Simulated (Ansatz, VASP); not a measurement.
## In: VASP beside Ansatz

```
CELL_PARAMETERS angstrom
-2.00511 2.00511 2.00511
2.00511 -2.00511 2.00511
2.00511 2.00511 -2.00511
ATOMIC_POSITIONS crystal
In 0.00000 0.00000 0.00000
```

Alike in both runs: task single point; functional revPBE; k mesh 13 × 13 × 13; occupations fermi-dirac, width 0.1 eV; no spin polarisation.

```csv
,VASP,Ansatz
version,VASP 6.6.1,Ansatz 0.2.0
potentials or method,"VASP PAW PBE potentials, release 64 (In_d)","plane waves (420 eV) with PAW, scalar-relativistic"
plane-wave cutoff (eV),520,420
valence electrons in the cell,13,13
```

|  | VASP | Ansatz | Ansatz less VASP |
| --- | --- | --- | --- |
| pressure (GPa) | -2.6 | -2.6 | +0.03 |

Caveats: the PAW data sets were made with another functional, which shifts forces and pressure a little (VASP).
